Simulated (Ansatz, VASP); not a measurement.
**InGa7As8 (random alloy of the zinc-blende GaAs-InAs line, x = 0.125) in two plane-wave programs**

One calculation is typed for both programs; each brings its own data sets. How far apart do they land? Of the first pair: The structure shown is the start of the Ansatz relaxation below; VASP solves that cell, so the two are compared at the walk's first step.

Calculated with Ansatz 0.2.0; plane waves, with VASP 6.6.1 beside it; PBE.

**1. Starting point**

The cell holds 64 atoms: 28 Ga, 32 As and 4 In. Its edges and angles: a = 11.610 Å, b = 11.610 Å, c = 11.610 Å, α = 90.0°, β = 90.0°, γ = 90.0°. It derives from GaAs (zinc-blende GaAs-InAs), repeated 2×2×2. Zinc-blende GaAs-InAs: 64 atoms, 4 of 32 Ga sites given to In at random, cell and internal coordinates interpolated linearly between the end members (Vegard's rule); (so at first; earlier steps may have moved the atoms), displaced by a Gaussian of 0.02 A. Lattice constants are starting values near those of PBE.

**2. Ansatz: relaxation, PBE**

Ansatz runs on its default PAW (the set named soft_2) files.

The two programs are compared at the cell with which this relaxation starts, whose forces are those of its first step.

input.yaml

```yaml
crystal:
  lattice:
    - [11.61, 0.0, 0.0]
    - [0.0, 11.61, 0.0]
    - [0.0, 0.0, 11.61]
  atoms:
    - { symbol: Ga, position: [0.99928, 0.9999, 0.99632] }
    - { symbol: As, position: [0.12783, 0.12191, 0.12355] }
    - { symbol: In, position: [0.00087, 0.24785, 0.24818] }
    - { symbol: As, position: [0.12343, 0.37595, 0.37895] }
    - { symbol: Ga, position: [0.25007, 0.99807, 0.25093] }
    - { symbol: As, position: [0.37397, 0.12497, 0.37702] }
    - { symbol: Ga, position: [0.24871, 0.25002, 0.99849] }
    - { symbol: As, position: [0.37473, 0.37544, 0.1233] }
    - { symbol: Ga, position: [0.99942, 0.99959, 0.4989] }
    - { symbol: As, position: [0.12295, 0.12255, 0.62474] }
    - { symbol: Ga, position: [0.99954, 0.25384, 0.74581] }
    - { symbol: As, position: [0.12519, 0.37564, 0.87734] }
    - { symbol: Ga, position: [0.25086, 0.99855, 0.75] }
    - { symbol: As, position: [0.37593, 0.12446, 0.87633] }
    - { symbol: Ga, position: [0.24678, 0.25298, 0.50253] }
    - { symbol: As, position: [0.37442, 0.37605, 0.62508] }
    - { symbol: Ga, position: [0.99857, 0.50015, 0.00172] }
    - { symbol: As, position: [0.12434, 0.62435, 0.12487] }
    - { symbol: Ga, position: [0.00075, 0.7522, 0.24891] }
    - { symbol: As, position: [0.12588, 0.87537, 0.3718] }
    - { symbol: Ga, position: [0.24928, 0.49977, 0.24993] }
    - { symbol: As, position: [0.37556, 0.62149, 0.37508] }
    - { symbol: Ga, position: [0.24883, 0.74752, 0.0009] }
    - { symbol: As, position: [0.37627, 0.87387, 0.12645] }
    - { symbol: Ga, position: [0.99934, 0.50011, 0.49811] }
    - { symbol: As, position: [0.12773, 0.62042, 0.62484] }
    - { symbol: Ga, position: [0.0012, 0.7465, 0.74967] }
    - { symbol: As, position: [0.12487, 0.87642, 0.87715] }
    - { symbol: Ga, position: [0.2493, 0.49761, 0.75236] }
    - { symbol: As, position: [0.3771, 0.6242, 0.8756] }
    - { symbol: Ga, position: [0.25066, 0.75098, 0.50035] }
    - { symbol: As, position: [0.37742, 0.87201, 0.62679] }
    - { symbol: Ga, position: [0.50066, 0.99963, 0.00202] }
    - { symbol: As, position: [0.62096, 0.127, 0.12567] }
    - { symbol: Ga, position: [0.49805, 0.25075, 0.24948] }
    - { symbol: As, position: [0.62945, 0.37816, 0.37576] }
    - { symbol: Ga, position: [0.74876, 0.99899, 0.24944] }
    - { symbol: As, position: [0.87403, 0.12345, 0.37398] }
    - { symbol: Ga, position: [0.74952, 0.24911, 0.9988] }
    - { symbol: As, position: [0.8734, 0.37939, 0.12246] }
    - { symbol: Ga, position: [0.49824, 0.00074, 0.49944] }
    - { symbol: As, position: [0.62573, 0.12638, 0.62718] }
    - { symbol: In, position: [0.5013, 0.24829, 0.75191] }
    - { symbol: As, position: [0.62196, 0.3748, 0.87414] }
    - { symbol: Ga, position: [0.74817, 0.00102, 0.74968] }
    - { symbol: As, position: [0.87676, 0.12245, 0.87646] }
    - { symbol: In, position: [0.75086, 0.25022, 0.49756] }
    - { symbol: As, position: [0.87457, 0.37234, 0.62141] }
    - { symbol: Ga, position: [0.50565, 0.50167, 0.00309] }
    - { symbol: As, position: [0.62426, 0.6262, 0.1262] }
    - { symbol: Ga, position: [0.50104, 0.75001, 0.24961] }
    - { symbol: As, position: [0.62143, 0.87605, 0.37573] }
    - { symbol: In, position: [0.75193, 0.49953, 0.253] }
    - { symbol: As, position: [0.87423, 0.62284, 0.37662] }
    - { symbol: Ga, position: [0.74919, 0.74784, 0.00022] }
    - { symbol: As, position: [0.8763, 0.87542, 0.12586] }
    - { symbol: Ga, position: [0.50708, 0.50141, 0.50264] }
    - { symbol: As, position: [0.62158, 0.62563, 0.62633] }
    - { symbol: Ga, position: [0.49937, 0.74849, 0.75068] }
    - { symbol: As, position: [0.62446, 0.87398, 0.87698] }
    - { symbol: Ga, position: [0.7523, 0.50052, 0.74922] }
    - { symbol: As, position: [0.87589, 0.62643, 0.87609] }
    - { symbol: Ga, position: [0.7475, 0.74942, 0.50062] }
    - { symbol: As, position: [0.87607, 0.87666, 0.62631] }
kpoints:
  mp_grid: { grid: [1, 1, 1] }
hamiltonian:
  xc: pbe
scf:
  occupations: { method: fermi_dirac, width: 0.025 }
output:
  forces: true
relax:
  f_tol: 0.04
  max_steps: 150
  cell: {}
```

On the command line:

```console
> ansatz run input.yaml --threads 4 --pin off --max-ram 8192MiB --backend cpu --events-out ev --progress --plain --runs-dir out
```

Numbers of over 12 decimals in the logs are rounded to 6 here.

Output:

```text
Engine: ansatz 0.2.0, aarch64-unknown-linux-gnu
Pseudopotentials: kind: paw
Pseudopotential: Ga, paw, valence charge 13, recommended cutoff 420 eV (normal), Ga.paw.azcp
Pseudopotential: As, paw, valence charge 15, recommended cutoff 420 eV (normal), As.paw.azcp
Pseudopotential: In, paw, valence charge 13, recommended cutoff 420 eV (normal), In.paw.azcp
Functional definition: PBE
  parameter kappa = 0.804
  parameter beta = 0.066725
  exchange = pbe_x(kappa = kappa, mu = beta*pi^2/3)
  correlation = pbe_c(beta = beta)
Crystal: 64 atoms, lattice volume = 1564.936 Å³
Basis set: ecut = 420 eV, 30647 PW (Γ), exchange–correlation on 160×160×160 points (8 copies of the dense FFT grid, shifted against one another)
Bands: 538, of which v1, the nominal top of the filled ones, is band 448 counted from 1 (447 counted from 0)
Symmetry: 1 space group operations
Space group: P1 (ITA 1), of the structure as read, at distance tolerance 1.2e-4 Å
k-points: 1
Non-local potential: Ga, projectors of the file, l = 0: 2, l = 1: 2, l = 2: 3, l = 3: 1
Non-local potential: As, projectors of the file, l = 0: 2, l = 1: 2, l = 2: 3, l = 3: 1
Non-local potential: In, projectors of the file, l = 0: 2, l = 1: 2, l = 2: 2, l = 3: 2
PAW form: soft (Blöchl's): semilocal exchange-correlation on the pseudo side does not see the compensation charge
PAW one-centre angular grid: Ga, 590 points (default); XC on 64 Gauss nodes
PAW one-centre angular grid: As, 590 points (default); XC on 64 Gauss nodes
PAW one-centre angular grid: In, 590 points (default); XC on 64 Gauss nodes
Initial density: superposition of atomic densities (neutral atoms: chi_scale 0, normalization atom), corrected by the library's trained network
Initial wavefunctions: pseudopotential atomic-orbital guess
Functional: x = pbe(κ = 0.804, μ = 0.219515), c = pbe(β = 0.066725)
SCF iter   1: F=—  HF=-283725.835346 eV  |F-HF|=—  |Δ(HF+E_count)|=         —  Δρ=9.39e-4  dr2=2.17e-2  ethr=1.77e-3  ⟨swp⟩=6.0  Hψ=1938  notcnv=0
preconditioner: auto → LDOS  [insulator: Δε(μ)=0.725 eV  Ē_g=14.265 eV  σ=0.025 eV  W_gap=0.56  n_scr=436 (ndim 8)  ℏωp=22.5 eV  f_vac=0.106  D(μ)=54.86/eV (n_scr^D=436)  ε∞_Penn≈3.5  β→1.0]
SCF iter   2: F=—  HF=-283725.810998 eV  |F-HF|=—  |Δ(HF+E_count)|=   2.43e-2  Δρ=9.17e-4  dr2=1.11e-2  ethr=2.42e-6  ⟨swp⟩=2.0  Hψ=1072  notcnv=0  defer=85
SCF iter   3: F=—  HF=-283725.804213 eV  |F-HF|=—  |Δ(HF+E_count)|=   6.79e-3  Δρ=2.14e-4  dr2=2.74e-3  ethr=1.24e-6  ⟨swp⟩=2.0  Hψ=902  notcnv=0  defer=85
SCF iter   4: F=—  HF=-283725.803970 eV  |F-HF|=—  |Δ(HF+E_count)|=   2.43e-4  Δρ=1.27e-4  dr2=1.05e-3  ethr=3.06e-7  ⟨swp⟩=3.0  Hψ=902  notcnv=0  defer=85
SCF iter   5: F=—  HF=-283725.803787 eV  |F-HF|=—  |Δ(HF+E_count)|=   1.83e-4  Δρ=9.34e-5  dr2=4.79e-4  ethr=1.18e-7  ⟨swp⟩=3.0  Hψ=902  notcnv=0  defer=85
SCF iter   6: F=—  HF=-283725.803702 eV  |F-HF|=—  |Δ(HF+E_count)|=   8.54e-5  Δρ=4.49e-5  dr2=1.15e-4  ethr=5.35e-8  ⟨swp⟩=2.0  Hψ=741  notcnv=0  defer=85
SCF iter   7: F=—  HF=-283725.803673 eV  |F-HF|=—  |Δ(HF+E_count)|=   2.83e-5  Δρ=1.96e-5  dr2=1.11e-5  ethr=1.28e-8  ⟨swp⟩=2.0  Hψ=742  notcnv=0  defer=85
SCF iter   8: F=—  HF=-283725.803747 eV  |F-HF|=—  |Δ(HF+E_count)|=   7.39e-5  Δρ=9.71e-6  dr2=2.80e-6  ethr=1.23e-9  ⟨swp⟩=2.0  Hψ=839  notcnv=0  defer=85
SCF iter   9: F=—  HF=-283725.803747 eV  |F-HF|=—  |Δ(HF+E_count)|=   4.44e-7  Δρ=3.22e-6  dr2=5.77e-7  ethr=3.13e-10  ⟨swp⟩=2.0  Hψ=742  notcnv=0  defer=85
SCF iter  10: F=—  HF=-283725.803747 eV  |F-HF|=—  |Δ(HF+E_count)|=   7.34e-8  Δρ=1.82e-6  dr2=3.46e-7  ethr=6.44e-11  ⟨swp⟩=2.0  Hψ=739  notcnv=0  defer=85
SCF iter  11: F=—  HF=-283725.803747 eV  |F-HF|=—  |Δ(HF+E_count)|=   2.16e-8  Δρ=1.37e-6  dr2=1.95e-7  ethr=3.86e-11  ⟨swp⟩=2.0  Hψ=627  notcnv=0  defer=85
SCF iter  12: F=-283725.803747 eV  HF=-283725.803747 eV  |F-HF|=2.89e-8  |Δ(HF+E_count)|=   2.89e-8  Δρ=7.64e-7  dr2=3.04e-8  ethr=1.12e-11  ⟨swp⟩=2.0  Hψ=1444  notcnv=0
SCF 1 converged in 12 iterations: F = -283725.803747 eV  dr2 = 3.04e-8
  greatest PAW one-centre occupation: 0.999 electrons in one spin orbital (limit 2), on the As atom at site 35 (counted from 0), in its partial waves of l = 2
relax step   1: F+E_penalty+E_count = -283725.80374654 eV  Δ(F+E_penalty+E_count) = +0.000e0 eV  max|allowed force component| = 2.202e0 eV/Å  Δτ_max = 0.0000 Å  P = +1.540 GPa  Ω = 1564.936 Å³  (12 SCF iters, dr2 threshold 1.00e-7 eV, accepted)
Crystal: 64 atoms, lattice volume = 1597.435 Å³
Basis set: ecut = 420 eV, 31325 PW (Γ), exchange–correlation on 160×160×160 points (8 copies of the dense FFT grid, shifted against one another)
Initial density: handed on by an earlier stage of this run
Initial wavefunctions: those handed on with the density
iter 1 solved again at ethr=3.17e-5 eV; its pass at ethr=3.10e-3 eV (dr2=2.84e-1 eV) is discarded
[...]
atom  12  As     0.00186645     0.00303333    -0.00012854
  atom  13  Ga    -0.00043367    -0.00439298    -0.00100727
  atom  14  As    -0.00083699     0.00426027     0.00310659
  atom  15  Ga    -0.00057018    -0.00439993     0.00212768
  atom  16  As     0.00243364     0.00247148     0.00200030
  atom  17  Ga    -0.00255478    -0.00395085     0.00111503
  atom  18  As     0.00277581     0.00711207     0.00066270
  atom  19  Ga    -0.00214169    -0.00482089     0.00001463
  atom  20  As     0.00179439     0.00113932     0.00029780
  atom  21  Ga     0.00103316    -0.00613913    -0.00070089
  atom  22  As    -0.00044423     0.00912351    -0.00252127
  atom  23  Ga    -0.00026953    -0.00303612    -0.00039045
  atom  24  As     0.00377446     0.00222502     0.00938964
  atom  25  Ga    -0.00620873    -0.00225390    -0.00170841
  atom  26  As     0.00128300     0.00803597     0.00385489
  atom  27  Ga    -0.00049932    -0.00334836    -0.00250179
  atom  28  As    -0.00289873    -0.00179308    -0.00495992
  atom  29  Ga     0.00205471    -0.00697488    -0.00146736
  atom  30  As    -0.00310046     0.00519547    -0.00384022
  atom  31  Ga     0.00050576    -0.00612296     0.00114341
  atom  32  As    -0.00153939     0.00103208    -0.00136507
  atom  33  Ga     0.00472880    -0.00132700    -0.00280577
  atom  34  As    -0.00144070     0.00023558     0.00206391
  atom  35  Ga    -0.00124190    -0.00469077     0.00065415
[...]
atom  57  Ga     0.00430957    -0.00442935    -0.00058870
  atom  58  As    -0.00094165     0.00298723    -0.00045956
  atom  59  Ga    -0.00105970    -0.00040735     0.00270007
  atom  60  As     0.00388718     0.00592111     0.00220737
  atom  61  Ga    -0.00048358    -0.00668740     0.00035032
  atom  62  As     0.00048628     0.00589411    -0.00097602
  atom  63  Ga     0.00142490    -0.00249023    -0.00030446
  atom  64  As    -0.00194980     0.00453658     0.00627346
  max |Σ_I F_I| component: 2.09e-6 eV/Å
--- Stress (GPa, compression-positive) ---
        0.000689      -0.004927      -0.018770
       -0.004927       0.011971      -0.010897
       -0.018770      -0.010897       0.001087
  P = ⅓ Tr σ = 0.0046 GPa (0.046 kbar)
--- Relaxed structure (6 steps of the walk, 6 accepted, 1 SCFs on fresh bases) ---
  F+E_penalty+E_count = -283727.59601302 eV   max|allowed force component| = 9.574e-3 eV/Å   (the final SCF, on the basis selected at the relaxed cell)
  cell:  # Å, volume = 1596.8409 Å³
    - [11.674352, -0.040960, 0.076051]
    - [-0.040960, 11.729588, 0.046388]
    - [0.076051, 0.046388, 11.662101]
  atoms:
    - { symbol: Ga, position: [1.000381, 0.998183, 0.997046] }
    - { symbol: As, position: [0.131067, 0.115139, 0.119304] }
    - { symbol: In, position: [0.00378182, 0.249134, 0.249374] }
    - { symbol: As, position: [0.129806, 0.381278, 0.381541] }
    - { symbol: Ga, position: [0.252773, 0.998723, 0.249622] }
    - { symbol: As, position: [0.373300, 0.122985, 0.375817] }
    - { symbol: Ga, position: [0.250816, 0.251571, 0.999779] }
    - { symbol: As, position: [0.373680, 0.374402, 0.124784] }
    - { symbol: Ga, position: [1.003521, 0.996951, 0.501791] }
    - { symbol: As, position: [0.124771, 0.124447, 0.625446] }
    - { symbol: Ga, position: [1.002908, 0.250893, 0.751122] }
    - { symbol: As, position: [0.126122, 0.373917, 0.875755] }
    - { symbol: Ga, position: [0.248417, 0.998984, 0.748953] }
    - { symbol: As, position: [0.367221, 0.115768, 0.882786] }
    - { symbol: Ga, position: [0.250406, 0.251295, 0.499448] }
    - { symbol: As, position: [0.367879, 0.380571, 0.621294] }
    - { symbol: Ga, position: [1.003114, 0.503047, -0.00355698] }
    - { symbol: As, position: [0.124586, 0.624109, 0.125684] }
    - { symbol: Ga, position: [0.00274035, 0.752252, 0.249430] }
    - { symbol: As, position: [0.126288, 0.873592, 0.375437] }
    - { symbol: Ga, position: [0.252046, 0.502907, 0.249000] }
    - { symbol: As, position: [0.373652, 0.626566, 0.374729] }
    - { symbol: Ga, position: [0.250366, 0.750074, -0.000532225] }
    - { symbol: As, position: [0.373947, 0.872843, 0.125862] }
    - { symbol: Ga, position: [1.004690, 0.505485, 0.503936] }
    - { symbol: As, position: [0.125833, 0.627248, 0.628104] }
    - { symbol: Ga, position: [0.000895464, 0.751133, 0.750469] }
    - { symbol: As, position: [0.124122, 0.871999, 0.875085] }
    - { symbol: Ga, position: [0.249072, 0.503329, 0.750256] }
    - { symbol: As, position: [0.373724, 0.624448, 0.874631] }
    - { symbol: Ga, position: [0.250977, 0.751717, 0.499557] }
    - { symbol: As, position: [0.373546, 0.872798, 0.626180] }
    - { symbol: Ga, position: [0.501107, 0.999204, 0.00185191] }
    - { symbol: As, position: [0.624833, 0.124326, 0.125494] }
    - { symbol: Ga, position: [0.496573, 0.248680, 0.247318] }
    - { symbol: As, position: [0.609977, 0.372924, 0.376755] }
    - { symbol: Ga, position: [0.748546, 0.996478, 0.246825] }
    - { symbol: As, position: [0.873859, 0.108574, 0.376191] }
    - { symbol: Ga, position: [0.750992, 0.248913, 0.997176] }
    - { symbol: As, position: [0.875490, 0.373785, 0.113913] }
    - { symbol: Ga, position: [0.498124, -0.00419894, 0.496859] }
    - { symbol: As, position: [0.622038, 0.107169, 0.628418] }
    - { symbol: In, position: [0.498942, 0.251448, 0.751790] }
    - { symbol: As, position: [0.630319, 0.380967, 0.881251] }
    - { symbol: Ga, position: [0.753289, -0.00372359, 0.751889] }
    - { symbol: As, position: [0.875067, 0.122985, 0.874320] }
    - { symbol: In, position: [0.750513, 0.249908, 0.502643] }
    - { symbol: As, position: [0.881337, 0.380899, 0.632616] }
    - { symbol: Ga, position: [0.498345, 0.502989, -0.000959176] }
    - { symbol: As, position: [0.616808, 0.632413, 0.119373] }
    - { symbol: Ga, position: [0.498496, 0.752915, 0.249219] }
    - { symbol: As, position: [0.623956, 0.871304, 0.374629] }
    - { symbol: In, position: [0.748845, 0.504228, 0.248918] }
    - { symbol: As, position: [0.881228, 0.630289, 0.382266] }
    - { symbol: Ga, position: [0.750816, 0.753087, -0.00189063] }
    - { symbol: As, position: [0.875043, 0.872666, 0.124729] }
    - { symbol: Ga, position: [0.497022, 0.505531, 0.499590] }
    - { symbol: As, position: [0.624779, 0.624293, 0.625619] }
    - { symbol: Ga, position: [0.500716, 0.750457, 0.749172] }
    - { symbol: As, position: [0.623698, 0.873361, 0.875964] }
    - { symbol: Ga, position: [0.752683, 0.505227, 0.751223] }
    - { symbol: As, position: [0.875211, 0.626425, 0.876497] }
    - { symbol: Ga, position: [0.750944, 0.751925, 0.501491] }
    - { symbol: As, position: [0.875736, 0.872326, 0.627307] }
```

[end of part 1 of 2]

[Lines on the potential files, build, host, timing and source positions are cut from VASP's logs without a mark.]

[Logs are printed without paths, hosts, clocks, repeated set-up lines and the standing remarks that a program may print on its own settings, such as how far it seeks lower states.]

[Hosts, paths, dates, database ids (printed as entryN), source tags and the programs' standing remarks are cut or masked in the printed files.]
